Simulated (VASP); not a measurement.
A run of VASP 6.6.1:

INCAR

```
AGGAC = 0.0
ALGO = Normal
EDIFF = 1E-6
EDIFFG = -0.01
ENCUT = 520
GGA = MK
IBRION = 2
ISIF = 2
ISMEAR = 0
KPAR = 2
LASPH = True
LCHARG = False
LREAL = False
LUSE_VDW = True
LWAVE = False
NELM = 60
NSW = 40
PARAM1 = 0.1234
PARAM2 = 0.711357
PREC = Accurate
SIGMA = 0.05
ZAB_VDW = -1.8867
```

Contents of KPOINTS:

```
k-points
0
Gamma
  12 12 3
```

File POSCAR:

```
MoS2
1.0
    3.1690000000      0.0000000000      0.0000000000
   -1.5845000000      2.7444345000      0.0000000000
    0.0000000000      0.0000000000     12.7306920000
Mo S
2 4
Direct
    0.3333333300      0.6666666700      0.2500000000
    0.6666666700      0.3333333300      0.7500000000
    0.3333333300      0.6666666700      0.6270571200
    0.6666666700      0.3333333300      0.1270571200
    0.3333333300      0.6666666700      0.8729428800
    0.6666666700      0.3333333300      0.3729428800
```

Potentials or basis: VASP PAW PBE potentials, release 64 (Mo_sv, S).

Command:

```bash
$ cat potpaw_PBE.64/Mo_sv/POTCAR potpaw_PBE.64/S/POTCAR > POTCAR
$ mpirun -np 2 vasp_std > vasp.out
```

Hardware: 2 MPI ranks on Intel(R) Xeon(R) Platinum 8488C (Sapphire Rapids), with other jobs on the host.

Problem. Estimate the wall time of this run.

Solution. Run time: 2.9 min on 2 MPI ranks on Intel(R) Xeon(R) Platinum 8488C (Sapphire Rapids), on a shared host, peak memory 0.56 GiB a rank. Counts: scf iterations 20, k points 38, ion steps 2.
